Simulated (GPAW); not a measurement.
A run of GPAW 26.7.0 is set up as follows.

run.py

```python
from ase import Atoms
from ase.dft.bandgap import bandgap
from ase.io import write
from ase.units import GPa
from gpaw import GPAW, PW, setup_paths

setup_paths.insert(0, '.')

atoms = Atoms(['Fe'],
              cell=[[-1.443, 1.443, 1.443],
                    [1.443, -1.443, 1.443],
                    [1.443, 1.443, -1.443]],
              scaled_positions=[[0.0, 0.0, 0.0]],
              pbc=True)
atoms.set_initial_magnetic_moments([3.0])

calc = GPAW(mode=PW(600),
            xc='PBEsol',
            kpts={'size': (13, 13, 13), 'gamma': True},
            occupations={'name': 'fermi-dirac', 'width': 0.05},
            setups={'Fe': ':d,8.0'},
            nbands=12,
            convergence={'density': 1e-05, 'energy': 1e-05},
            maxiter=150,
            txt='gpaw.txt')
atoms.calc = calc
energy = atoms.get_potential_energy()
forces = atoms.get_forces()
stress = atoms.get_stress()
calc.write('gs.gpw')
write('result.traj', atoms)
print(f'Energy: {energy:.6f} eV')
print('Forces (eV/A):')
print(forces.round(4))
print('Stress (GPa):', (stress / GPa).round(3))
print('Moments:', calc.get_magnetic_moments().round(3))
print('Fermi level:', round(calc.get_fermi_level(), 4), 'eV')
print(f'Gap: {bandgap(calc)[0]:.4f} eV, direct: {bandgap(calc, direct=True)[0]:.4f} eV')

path = atoms.cell.bandpath('GHNGPH,PN', npoints=60, eps=1e-4)
bs_calc = calc.fixed_density(kpts=path, symmetry='off', nbands=19,
                             convergence={'bands': 'CBM+6.0', 'eigenstates': 1e-6}, txt='bands.txt')
bs = bs_calc.band_structure()
bs.write('bs.json')
print(f'Gap on the path: {bandgap(bs_calc)[0]:.4f} eV')
```

Potentials or basis: PAW data sets generated in the run's folder for this functional, pw.

Launch:

```sh
$ gpaw-setup -f PBEsol Fe
$ OMP_NUM_THREADS=1 python run.py
```

Question: Estimate the site moments.

Answer: Fe +3.59 μB.

Question: Estimate the band gap along the path.

Answer: None (metal or under the smearing width).

Question: What does it give for the pressure?

Answer: 33.0 GPa.

Question: What does it give for the net moment?

Answer: 3.39 μB per cell.

Levels at the corners of the path, in eV from the Fermi level:
Spin up:
```
point  band 4  band 5  band 6  band 7  band 8
    Γ   -8.55   -7.50   -7.50   22.99   22.99
    H   -6.63   -6.63    7.82    7.82    7.82
    N   -7.40   -6.42   -1.09    3.59   16.32
    Γ   -8.55   -7.50   -7.50   22.99   22.99
    P   -7.38   -7.38    5.46    5.46    5.46
    H   -6.63   -6.63    7.82    7.82    7.82
    P   -7.38   -7.38    5.46    5.46    5.46
    N   -7.40   -6.42   -1.09    3.59   16.32
```
Spin down:
```tsv
point	band 1	band 2	band 3	band 4	band 5	band 6	band 7
Γ	-9.70	1.02	1.02	1.02	3.71	3.71	22.39
H	-1.95	-1.95	3.95	3.95	3.95	8.14	8.14
N	-3.46	-1.14	-0.48	3.41	4.07	4.28	8.59
Γ	-9.70	1.02	1.02	1.02	3.71	3.71	22.39
P	-1.50	-1.50	-1.50	4.14	4.14	9.07	9.07
H	-1.95	-1.95	3.95	3.95	3.95	8.14	8.14
P	-1.50	-1.50	-1.50	4.14	4.14	9.07	9.07
N	-3.46	-1.14	-0.48	3.41	4.07	4.28	8.59
```

Caveat: a pressure of tens of GPa on the cell as given is suspect, and the run, the potentials or the cell itself is likely at fault; the U is typed as a test and isn't derived for this compound. The state reached can hang on the start; a lower one may exist.
